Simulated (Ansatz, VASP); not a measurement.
# NaCl: VASP beside Ansatz

```
Na Cl
1.0
     0.00000    2.80095    2.80095
     2.80095    0.00000    2.80095
     2.80095    2.80095    0.00000
Na Cl
1 1
Cartesian
  0.0000 0.0000 0.0000
  2.8010 2.8010 2.8010
```

Alike in both runs: task single point; functional PBEsol; k mesh 6 × 6 × 6; occupations gaussian, width 0.02 eV; no spin polarisation.

|  | VASP | Ansatz |
| --- | --- | --- |
| version | VASP 6.6.1 | Ansatz 0.2.0 |
| potentials or method | VASP PAW PBE potentials, release 64 (Na_pv, Cl) | scalar-relativistic, plane waves, PAW |
| plane-wave cutoff (eV) | 520 | 420 |
| valence electrons in the cell | 14 | 16 |

|  | VASP | Ansatz | Ansatz less VASP |
| --- | --- | --- | --- |
| gap on the k mesh at the Fermi level (eV) | 5.01 | 5.01 | +0.004 |
| least direct gap on the mesh (eV) | 5.01 | 5.01 | +0.004 |
| pressure (GPa) | 0.0 | 0.0 | -0.02 |

The functional is the same, so the differences come from potentials, cutoffs and numerics. The two sets of potentials don't hold the same shells in valence.

Caveats: the PAW data sets were made with another functional, which shifts forces and pressure a little (VASP). PBEsol gaps usually lie below the measured ones, often by a third to a half.
